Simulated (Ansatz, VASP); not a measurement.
# One calculation of As, two programs

```xyz
2
Lattice="1.4249 -4.3494 0.0000 1.4249 4.3494 0.0000 0.0000 0.0000 3.6945" Properties=species:S:1:pos:R:3 pbc="T T T"
As    1.4249   -3.5134    0.9236
As    1.4249    3.5134    2.7708
```

Alike in both runs: functional PBE; k mesh 20 × 20 × 18; occupations gaussian, width 0.1 eV; no spin polarisation.

Ansatz relaxed the structure, and its values are those at the end. VASP's run is a single point on that final structure, the one shown.

|  | VASP | Ansatz |
| --- | --- | --- |
| version | VASP 6.6.1 | Ansatz 0.2.0 |
| potentials or method | VASP PAW PBE potentials, release 64 (As) | scalar-relativistic, plane waves, PAW |
| plane-wave cutoff (eV) | 520 | 420 |
| valence electrons in the cell | 10 | 30 |

|  | VASP | Ansatz | Ansatz less VASP |
| --- | --- | --- | --- |
| gap on the k mesh at the Fermi level (eV) | none | none | - |
| pressure (GPa) | 0.2 | 0.0 | -0.24 |
| rms of the force components (eV/Å) | 0.033 | 0.000 | -0.0326 |

A gap of «none» marks a metal or a gap that the smearing closes. The two sets of potentials don't hold the same shells in valence.
